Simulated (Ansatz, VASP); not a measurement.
# Sn: VASP beside Ansatz

```
Sn
1.0
     0.00000    3.23710    3.23710
     3.23710    0.00000    3.23710
     3.23710    3.23710    0.00000
Sn
2
Cartesian
  0.0000 0.0000 0.0000
  1.6185 1.6185 1.6185
```

Alike in both runs: functional LDA; k mesh 12 × 12 × 12; occupations gaussian, width 0.1 eV; no spin polarisation.

Ansatz relaxed the structure, and its values are those at the end. VASP's run is a single point on that final structure, the one shown.

|  | VASP | Ansatz |
| --- | --- | --- |
| version | VASP 6.6.1 | Ansatz 0.2.0 |
| potentials or method | VASP PAW LDA potentials, release 64 (Sn_d) | scalar-relativistic, plane waves, PAW |
| plane-wave cutoff (eV) | 520 | 420 |
| valence electrons in the cell | 28 | 28 |

|  | VASP | Ansatz | Ansatz less VASP |
| --- | --- | --- | --- |
| gap on the k mesh at the Fermi level (eV) | none | none | - |
| pressure (GPa) | 0.0 | 0.0 | -0.02 |

A gap of «none» marks a metal or a gap that the smearing closes.
